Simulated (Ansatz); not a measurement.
**BaTiO3 under changes of volume**

One of the cells (12.856 Å³/atom); the others are scaled copies at fixed shape and fractional positions:

```
CELL_PARAMETERS angstrom
3.99980 0.00000 0.00000
0.00000 3.99980 0.00000
0.00000 0.00000 4.01800
ATOMIC_POSITIONS crystal
Ba 0.00000 0.00000 0.00000
Ti 0.50000 0.50000 0.49000
O 0.00000 0.50000 0.51700
O 0.50000 0.00000 0.51700
O 0.50000 0.50000 0.01900
```

```yaml
Program: Ansatz 0.2.0
Functional: PBE
Potentials_or_basis: PseudoDojo stringent (PBE files)
Cutoff: 1252 eV
Density_cutoff: 5007 eV
k_mesh: 7 × 7 × 7
Occupations: fermi-dirac, width 0.05 eV
Spin: no spin polarisation
```

| volume (Å³/atom) | energy over the lowest point (meV/atom) | pressure (GPa) | gap on the mesh (eV) | largest force (eV/Å) |
| --- | --- | --- | --- | --- |
| 12.085 | 38.57 | 14.3 | 2.09 | 0.165 |
| 12.342 | ? | ? | ? | ? |
| 12.599 | 6.99 | 5.7 | 1.99 | 0.182 |
| 12.856 | 0.75 | 2.1 | 1.94 | 0.309 |
| 13.113 | 0.00 | -1.1 | 1.90 | 0.427 |
| 13.371 | 4.18 | -4.0 | 1.85 | 0.537 |
| 13.628 | 12.79 | -6.6 | 1.81 | 0.640 |

Question: What does the run at 12.342 Å³/atom give?

Answer: Energy over the lowest point 19.37 meV/atom; pressure 9.8 GPa; gap on the mesh 2.04 eV; largest force 0.090 eV/Å.

Worked out: A Birch-Murnaghan fit of order 3 (a polynomial in V^(-2/3)) to the other rows has its minimum at 13.02 Å³/atom with B0 = V·E''(V) = 162 GPa and B' = 4.5 at fixed shape and positions, which overstates the stiffness. It gives 19.36 meV/atom at 12.342 Å³/atom, against the run's 19.37, and -dE/dV = 9.8 GPa, against 9.8. A straight line through the other rows of the gap, of slope -2.33 eV per unit of ln V, gives 2.04 eV, against the run's 2.04.

Energies are extrapolated to zero smearing.

Caveats: odd divisions of the mesh miss points on the zone boundary, where band edges often lie, so the gap on the mesh can be too wide; spin-orbit coupling is left out, which moves the levels of the heavy elements.

A mesh can miss the band edges.
